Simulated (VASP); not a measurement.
# ZnSe (P4/nmm) in VASP: a series of runs

Aim: see how the results for ZnSe move with the level of theory and the settings. Levels: LDA, PBE. Tasks: single point.

Program: VASP 6.6.1. These are calculated values, not measurements. Logs are shortened: lines on timing, memory, paths and dates and some standing lists are left out, and cuts for length are marked.

## Step 1: The cell of the first run

The structure is tetragonal, space group P4/nmm (No. 129). The conventional cell has a = 3.933 Å, b = 3.933 Å, c = 5.994 Å, α = 90.00°, β = 90.00°, γ = 90.00°. Zn (site symmetry -4m2) has 4 Se at 2.41 Å as nearest neighbours. Around Se (site symmetry 4mm) lie 4 Zn at 2.41 Å.

Measurements of this composition are mostly on another form, of space group No. 216.

## Step 2: Single point, LDA (functional LDA, strained and moved within the space group)

The input, INCAR:

```
SYSTEM = ZnSe
ALGO = Fast ; EDIFF = 1E-6
ENCUT = 520 ; GGA = CA
ISIF = 2 ; ISMEAR = 0
LASPH = .TRUE. ; LCHARG = .FALSE.
LREAL = .FALSE. ; LWAVE = .FALSE.
NBANDS = 26 ; NELM = 100
PREC = Accurate ; SIGMA = 0.02
```

The input, KPOINTS:

```
k-points
0
G
  8 8 6
  0 0 0
```

The input, POSCAR:

```
ZnSe
1.0
    3.9326317408      0.0000000000      0.0000000000
    0.0000000000      3.9326317408      0.0000000000
    0.0000000000      0.0000000000      5.9937421830
Zn Se
2 2
Direct
    0.0000000000      0.0000000000      0.0000000000
    0.5000000000      0.5000000000      0.0000000000
    0.0000000000      0.5000000000      0.2323017592
    0.5000000000      0.0000000000      0.7676982408
```

Potentials or basis: VASP PAW LDA potentials, release 64 (Zn, Se).

On the command line:

```sh
> cat potpaw_LDA.64/Zn/POTCAR potpaw_LDA.64/Se/POTCAR > POTCAR
> mpirun -np 1 vasp_std > vasp.out
```

OUTCAR:

```text
SYSTEM = ZnSe
   EDIFF = 1E-6
   ENCUT = 520
   GGA = CA
   ISIF = 2
   ISMEAR = 0
   LASPH = .TRUE.
   LREAL = .FALSE.
   NELM = 100
   PREC = Accurate

 ion  position               nearest neighbor table
   1  0.000  0.000  0.000-   3 2.41   4 2.41   3 2.41   4 2.41   2 2.78   2 2.78   2 2.78   2 2.78

   2  0.500  0.500  0.000-   3 2.41   4 2.41   4 2.41   3 2.41   1 2.78   1 2.78   1 2.78   1 2.78

   3  0.000  0.500  0.232-   1 2.41   2 2.41   1 2.41   2 2.41
   4  0.500  0.000  0.768-   1 2.41   2 2.41   2 2.41   1 2.41

  LATTYP: Found a simple tetragonal cell.
 ALAT       =     3.9326317408
 C/A-ratio  =     1.5241046144

  Lattice vectors:

 A1 = (   3.9326317408,   0.0000000000,   0.0000000000)
 A2 = (   0.0000000000,   3.9326317408,   0.0000000000)
 A3 = (   0.0000000000,   0.0000000000,   5.9937421830)

Analysis of symmetry for initial positions (statically):
=====================================================================
 Subroutine PRICEL returns:
 Original cell was already a primitive cell.

 Routine SETGRP: Setting up the symmetry group for a
 simple tetragonal supercell.

 Subroutine GETGRP returns: Found 16 space group operations
 (whereof  8 operations were pure point group operations)
 out of a pool of 16 trial point group operations.

The static configuration has the point symmetry D_2d.
 The point group associated with its full space group is D_4h.

Analysis of symmetry for dynamics (positions and initial velocities):
=====================================================================
 Subroutine PRICEL returns:
 Original cell was already a primitive cell.

 Routine SETGRP: Setting up the symmetry group for a
 simple tetragonal supercell.

 Subroutine GETGRP returns: Found 16 space group operations
 (whereof  8 operations were pure point group operations)
 out of a pool of 16 trial point group operations.

The dynamic configuration has the point symmetry D_2d.
 The point group associated with its full space group is D_4h.

 Subroutine INISYM returns: Found 16 space group operations
 (whereof  8 operations are pure point group operations),
 and found     1 'primitive' translations

----------------------------------------------------------------------------------------

                                     Primitive cell

  volume of cell :      92.6968

  direct lattice vectors                    reciprocal lattice vectors
     3.932631741  0.000000000  0.000000000     0.254282645  0.000000000  0.000000000
     0.000000000  3.932631741  0.000000000     0.000000000  0.254282645  0.000000000
     0.000000000  0.000000000  5.993742183     0.000000000  0.000000000  0.166840676

  length of vectors
     3.932631741  3.932631741  5.993742183     0.254282645  0.254282645  0.166840676

  position of ions in fractional coordinates (direct lattice)
     0.000000000  0.000000000  0.000000000
     0.500000000  0.500000000  0.000000000
     0.000000000  0.500000000  0.232301759
     0.500000000  0.000000000  0.767698241

  ion indices of the primitive-cell ions
   primitive index   ion index
                 1           1
                 2           2
                 3           3
                 4           4

----------------------------------------------------------------------------------------

 KPOINTS: k-points

Automatic generation of k-mesh.
 Grid dimensions read from file:
 generate k-points for:    8    8    6

 Generating k-lattice:

  Cartesian coordinates                     Fractional coordinates (reciprocal lattice)
     0.031785331  0.000000000  0.000000000     0.125000000  0.000000000  0.000000000
     0.000000000  0.031785331  0.000000000     0.000000000  0.125000000  0.000000000
     0.000000000  0.000000000  0.027806779     0.000000000  0.000000000  0.166666667

  Length of vectors
     0.031785331  0.031785331  0.027806779

  Shift w.r.t. Gamma in fractional coordinates (k-lattice)
     0.000000000  0.000000000  0.000000000

 Subroutine IBZKPT returns following result:
 ===========================================

 Found     60 irreducible k-points:

 Following reciprocal coordinates:
            Coordinates               Weight
  0.000000  0.000000  0.000000      1.000000
  0.125000  0.000000  0.000000      4.000000
  0.250000  0.000000  0.000000      4.000000
  0.375000  0.000000  0.000000      4.000000
  0.500000  0.000000  0.000000      2.000000
  0.125000  0.125000  0.000000      4.000000
[... 16 lines left out ...]
  0.375000  0.125000  0.166667     16.000000
  0.500000  0.125000  0.166667      8.000000
 [... further k-points ...]
   k-points           NKPTS =     60   k-points in BZ     NKDIM =     60   number of bands    NBANDS=     26
   number of dos      NEDOS =    301   number of ions     NIONS =      4
   total plane-waves  NPLWV =  43200
   dimension x,y,z NGX =    30 NGY =   30 NGZ =   48
   dimension x,y,z NGXF=    60 NGYF=   60 NGZF=   96
   ions per type =               2   2
   NGX,Y,Z   is equivalent  to a cutoff of  12.68, 12.68, 13.31 a.u.
   NGXF,Y,Z  is equivalent  to a cutoff of  25.36, 25.36, 26.63 a.u.
 SYSTEM =  ZnSe
   PREC   = accura    normal or accurate (medium, high low for compatibility)
   ISTART =      0    job   : 0-new  1-cont  2-samecut
   ICHARG =      2    charge: 1-file 2-atom 10-const
   ISPIN  =      1    spin polarized calculation?
   LNONCOLLINEAR =      F non collinear calculations
   LSORBIT =      F    spin-orbit coupling
   LASPH  =      T    aspherical Exc in radial PAW
   ENCUT  =  520.0 eV  38.22 Ry    6.18 a.u.   7.31  7.31 11.14*2*pi/ulx,y,z
   NELM   =    100;   NELMIN=  2; NELMDL= -5     # of ELM steps
   EDIFF  = 0.1E-05   stopping-criterion for ELM
   LREAL  =      F    real-space projection
   EDIFFG = 0.1E-04   stopping-criterion for IOM
   NSW    =      0    number of steps for IOM
   IBRION =     -1    ionic relax: 0-MD 1-quasi-New 2-CG
   NFREE  =      0    steps in history (QN), initial steepest desc. (CG)
   ISIF   =      2    stress and relaxation
   ISYM   =      2    0-nonsym 1-usesym 2-fastsym
   POTIM  = 0.5000    time-step for ionic-motion
   TEBEG  =    0.0;   TEEND  =   0.0 temperature during run
   PSTRESS=    0.0 pullay stress
   NELECT =      36.0000    total number of electrons
   NUPDOWN=      -1.0000    fix difference up-down
   EMIN   =  10.00;   EMAX   =-10.00  energy-range for DOS
   EFERMI =   0.00;   METHOD = LEGACY
   ISMEAR =     0;   SIGMA  =   0.02  broadening in eV -4-tet -1-fermi 0-gaus
   EFERMI_NEDOS =   21; number of points for ismear=-14 and -15
   IALGO  =     68    algorithm
   IMIX   =      4    mixing-type and parameters
     AMIX     =   0.40;   BMIX     =  1.00
     AMIX_MAG =   1.60;   BMIX_MAG =  1.00
  volume/ion in A,a.u.               =      23.17       156.39
  Fermi-wavevector in a.u.,A,eV,Ry     =   1.194412  2.257111 19.410341  1.426620
  Thomas-Fermi vector in A             =   2.330403
   LORBIT       =      0    0 simple, 1 ext, 2 COOP (PROOUT), +10 PAW based schemes
   GGA     = CA    functional components
   LHFCALC =     F    Hartree Fock is set to
   AEXX    =    0.0000 exact exchange contribution
   IVDW    =     0    specifies the selected vdW correction
   LEPSILON=     F    determine dielectric tensor
   LRPA    =     F    only Hartree local field effects (RPA)
 non-spin polarized calculation
 RMM-DIIS sequential band-by-band and
 Gauss-broadening in eV      SIGMA  =   0.02
  energy-cutoff  :      520.00
  volume of cell :       92.70
 maximum number of plane-waves:      2527
 NGX is ok and might be reduce to    30
   NGX = 15   NGY = 15   NGZ = 23

 number of electron      36.0000008 magnetization

 Free energy of the ion-electron system (eV)
  ---------------------------------------------------
  ext. energy  EPLUGINS =         0.00000000
  ---------------------------------------------------
  free energy    TOTEN  =       -13.82161882 eV

  energy without entropy =      -13.82161882  energy(sigma->0) =      -13.82161882

 E-fermi :   1.4214     XC(G=0):  -9.4121

 val. band max:        1.3284586560   @ k =   0.0000   0.0000   0.0000
 cond. band min:       3.2524180036   @ k =   0.0000   0.0000   0.0000
 fundamental gap:      1.9239593476
 Fermi energy:         1.4213956394

 k-point     1 :       0.0000    0.0000    0.0000
  band No.  band energies     occupation
      1     -12.5154      2.00000
      2     -11.2756      2.00000
      3      -6.0623      2.00000
      4      -6.0444      2.00000
      5      -5.9815      2.00000
      6      -5.9815      2.00000
[... 18 lines left out ...]
     25      11.2973      0.00000
     26      12.0182      0.00000

 k-point     2 :       0.1250    0.0000    0.0000
  band No.  band energies     occupation
      1     -12.4331      2.00000
      2     -11.2722      2.00000
      3      -6.0591      2.00000
      4      -6.0254      2.00000
      5      -5.9488      2.00000
      6      -5.9368      2.00000
[... 18 lines left out ...]
     25      10.3170      0.00000
     26      10.6334      0.00000

 k-point     3 :       0.2500    0.0000    0.0000
  band No.  band energies     occupation
      1     -12.2054      2.00000
      2     -11.2859      2.00000
      3      -6.0216      2.00000
      4      -5.9671      2.00000
      5      -5.8492      2.00000
      6      -5.8344      2.00000
[... 18 lines left out ...]
     25       9.3043      0.00000
     26       9.4646      0.00000

 k-point     4 :       0.3750    0.0000    0.0000
  band No.  band energies     occupation
      1     -11.8916      2.00000
      2     -11.3750      2.00000
      3      -5.9355      2.00000
      4      -5.8267      2.00000
      5      -5.7328      2.00000
      6      -5.7183      2.00000
[... 18 lines left out ...]
     25       8.9353      0.00000
     26       8.9928      0.00000
[... 496 lines left out ...]
      1     -12.1139      2.00000
      2     -11.2906      2.00000
      3      -6.1272      2.00000
      4      -5.8532      2.00000
      5      -5.8364      2.00000
      6      -5.8124      2.00000
[... 18 lines left out ...]
     25       8.4198      0.00000
     26      10.4064      0.00000

 k-point    23 :       0.3750    0.1250    0.1667
  band No.  band energies     occupation
      1     -11.8165      2.00000
      2     -11.3538      2.00000
      3      -6.0634      2.00000
      4      -5.7662      2.00000
      5      -5.7242      2.00000
      6      -5.7208      2.00000
[... 18 lines left out ...]
     25       9.4756      0.00000
     26       9.8309      0.00000

 k-point    24 :       0.5000    0.1250    0.1667
  band No.  band energies     occupation
      1     -11.5347      2.00000
      2     -11.5347      2.00000
      3      -5.9105      2.00000
      4      -5.9105      2.00000
      5      -5.6450      2.00000
      6      -5.6450      2.00000
[... 18 lines left out ...]
     25       9.7266      0.00000
     26       9.7266      0.00000

 [... further k-points ...]
[... 5 lines left out ...]
  --------------------------------------------------------------------------------------
  -------------------------------------------------------------------------------------
  Total        2.7873936      2.7873936      3.0856561      0.0000000      0.0000000     -0.0000000
  in kB       48.1774995     48.1774995     53.3326896      0.0000000      0.0000000     -0.0000000
  external PRESSURE =      49.8958962 kB  Pullay stress =       0.0000000 kB

 VOLUME and BASIS-vectors are now :
 -----------------------------------------------------------------------------
  energy-cutoff  :      520.00
  volume of cell :       92.70
      direct lattice vectors                 reciprocal lattice vectors
     3.932631741  0.000000000  0.000000000     0.254282645  0.000000000  0.000000000
     0.000000000  3.932631741  0.000000000     0.000000000  0.254282645  0.000000000
     0.000000000  0.000000000  5.993742183     0.000000000  0.000000000  0.166840676

 POSITION                                       TOTAL-FORCE (eV/Angst)
 -----------------------------------------------------------------------------------
      0.00000      0.00000      0.00000         0.000000     -0.000000      0.000000
      1.96632      1.96632      0.00000         0.000000      0.000000      0.000000
      0.00000      1.96632      1.39236         0.000000     -0.000000      1.329005
      1.96632      0.00000      4.60139         0.000000      0.000000     -1.329005
 -----------------------------------------------------------------------------------
    total drift:                                0.000000      0.000000      0.000000

  FREE ENERGIE OF THE ION-ELECTRON SYSTEM (eV)
  ---------------------------------------------------
  free  energy   TOTEN  =       -13.8216188205 eV

  energy  without entropy=      -13.8216188205  energy(sigma->0) =      -13.82161882
```

It took 1.9 min on 1 thread of Intel Xeon Platinum 8375C at 2.90GHz (Ice Lake), shared host; peak memory 0.25 GiB.

Results:

```yaml
Free_energy: -13.8216 eV
Pressure: 5.0 GPa
Largest_force: 1.329 eV/Å
Band_gap_on_the_k_mesh: 1.92 eV, direct
```

Forces in eV/Å, atoms in the order of the input:
```
Zn   0.000  0.000  0.000
Zn   0.000  0.000  0.000
Se   0.000  0.000  1.329
Se   0.000  0.000 -1.329
```

Levels at points of the mesh, in eV from the valence-band top:
```tsv
k point	band 14	band 15	band 16	band 17	band 18	band 19	band 20	band 21	band 22	band 23
(0.00, 0.00, 0.00)	-2.71	-2.71	-0.02	-0.02	0.00	1.92	2.10	2.71	5.56	6.24
(0.50, 0.00, 0.00)	-5.06	-1.69	-1.69	-0.98	-0.98	3.53	3.53	6.39	6.39	6.71
(0.50, 0.50, 0.00)	-4.75	-2.63	-2.63	-2.56	-2.56	3.36	3.36	3.91	3.91	10.80
(0.00, 0.00, 0.50)	-2.60	-2.60	-1.30	-0.26	-0.26	2.03	3.14	3.86	5.07	6.91
(0.50, 0.00, 0.50)	-5.36	-0.96	-0.96	-0.92	-0.92	2.80	2.80	5.80	5.80	6.32
(0.50, 0.50, 0.50)	-4.65	-2.91	-2.91	-2.82	-2.82	4.62	4.62	5.45	5.45	7.97
```

Caveat: forces of over 1 eV/Å show positions far from the minimum, so gaps and moduli don't describe the material at rest. A k mesh can miss the band edges.

## Step 3: Single point, PBE (strained and moved within the space group)

The input, INCAR:

```
PREC = Accurate
ENCUT = 520
EDIFF = 1E-6
ISMEAR = 0
SIGMA = 0.02
LREAL = F
LASPH = T
NELM = 100
ALGO = Fast
ISIF = 2
LWAVE = F
LCHARG = F
GGA = PE
NBANDS = 26
```

The input, KPOINTS:

```
regular mesh
0
Gamma
  8 8 6
```

The input, POSCAR:

```
ZnSe
1.0
    4.1079895391      0.0000000000      0.0000000000
    0.0000000000      4.1079895391      0.0000000000
    0.0000000000      0.0000000000      5.7065539245
Zn Se
2 2
Direct
    0.0000000000      0.0000000000      0.0000000000
    0.5000000000      0.5000000000      0.0000000000
    0.0000000000      0.5000000000      0.2229829321
    0.5000000000      0.0000000000      0.7770170679
```

Potentials or basis: VASP PAW PBE potentials, release 64 (Zn, Se).

On the command line:

```sh
> cat potpaw_PBE.64/Zn/POTCAR potpaw_PBE.64/Se/POTCAR > POTCAR
> mpirun -np 1 vasp_std > vasp.out
```

Run time: 1.7 min. Hardware: 1 thread of Intel Xeon Platinum 8375C at 2.90GHz (Ice Lake), shared host; peak memory 0.28 GiB.

Results (log left out):

| Quantity | Value |
| --- | --- |
| Free energy | -10.9740 eV |
| Pressure | 8.6 GPa |
| Largest force | 2.092 eV/Å |
| Band gap on the k mesh | 1.19 eV, direct |

Forces on the atoms (eV/Å):
```
Zn   0.000  0.000  0.000
Zn   0.000  0.000  0.000
Se   0.000  0.000  2.092
Se   0.000  0.000 -2.092
```

Stress tensor (GPa, compression positive):
```
8.42 0.00 0.00
0.00 8.42 0.00
0.00 0.00 9.10
```

Levels at points of the mesh, in eV from the valence-band top:
```
           k point  band 15  band 16  band 17  band 18  band 19  band 20  band 21  band 22
(0.00, 0.00, 0.00)    -3.12    -0.34    -0.34     0.00     1.19     2.16     2.67     5.46
(0.50, 0.00, 0.00)    -1.46    -1.46    -1.46    -1.46     3.06     3.06     6.56     6.56
(0.50, 0.50, 0.00)    -2.46    -2.46    -2.31    -2.31     3.68     3.68     4.40     4.40
(0.00, 0.00, 0.50)    -3.01    -1.18    -0.57    -0.57     1.31     3.35     3.92     4.85
(0.50, 0.00, 0.50)    -1.43    -1.43    -0.76    -0.76     2.52     2.52     6.06     6.06
(0.50, 0.50, 0.50)    -2.72    -2.72    -2.71    -2.71     5.14     5.14     5.99     5.99
```

Caveat: forces of over 1 eV/Å show positions far from the minimum, so gaps and moduli don't describe the material at rest.

## Step 4: Single point, PBE (strained and moved within the space group)

The input, INCAR:

```
SYSTEM = ZnSe
  PREC = Accurate
  ENCUT = 520
  EDIFF = 1E-6
  ISMEAR = 0
  SIGMA = 0.02
  LREAL = .False.
  LASPH = .True.
  NELM = 100
  ALGO = Fast
  ISIF = 2
  LWAVE = .False.
  LCHARG = .True.
  GGA = PE
  LELF = .True.
  LVHAR = .True.
  NBANDS = 26
```

The input, KPOINTS:

```
Automatic mesh
0
Gamma
  8 8 6
  0 0 0
```

The input, POSCAR:

```
ZnSe
1.0
    3.9594961118      0.0000000000      0.0000000000
    0.0000000000      3.9594961118      0.0000000000
    0.0000000000      0.0000000000      5.9423870220
Zn Se
2 2
Direct
    0.0000000000      0.0000000000      0.0000000000
    0.5000000000      0.5000000000      0.0000000000
    0.0000000000      0.5000000000      0.2812256019
    0.5000000000      0.0000000000      0.7187743981
```

On the command line:

```sh
> cat potpaw_PBE.64/Zn/POTCAR potpaw_PBE.64/Se/POTCAR > POTCAR
> mpirun -np 1 vasp_std > vasp.out
```

Wall time 1.9 min (1 thread of Intel Xeon Platinum 8375C at 2.90GHz (Ice Lake), shared host); peak memory 0.28 GiB.

The run converged. Its results:

```yaml
Free_energy: -11.1978 eV
Pressure: -1.2 GPa
Largest_force: 1.164 eV/Å
Band_gap_on_the_k_mesh: 1.36 eV, direct
```

Forces on the atoms (eV/Å):
```
Zn   0.000  0.000  0.000
Zn   0.000  0.000  0.000
Se   0.000  0.000 -1.164
Se   0.000  0.000  1.164
```

Stress tensor (GPa, compression positive):
```
 0.92  0.00  0.00
 0.00  0.92  0.00
 0.00  0.00 -5.30
```

Levels at points of the mesh, in eV from the valence-band top:
```tsv
k point	band 15	band 16	band 17	band 18	band 19	band 20	band 21	band 22
(0.00, 0.00, 0.00)	-2.06	-0.63	0.00	0.00	1.36	2.37	3.12	4.92
(0.50, 0.00, 0.00)	-2.42	-2.42	-0.70	-0.70	3.57	3.57	5.03	5.03
(0.50, 0.50, 0.00)	-2.57	-2.57	-2.25	-2.25	2.35	2.35	2.48	2.48
(0.00, 0.00, 0.50)	-1.72	-1.72	-0.61	-0.61	2.56	3.28	3.55	5.05
(0.50, 0.00, 0.50)	-1.12	-1.12	-0.66	-0.66	2.02	2.02	5.42	5.42
(0.50, 0.50, 0.50)	-3.05	-3.05	-2.88	-2.88	3.95	3.95	4.04	4.04
```

Caveat: forces of over 1 eV/Å show positions far from the minimum, so gaps and moduli don't describe the material at rest.
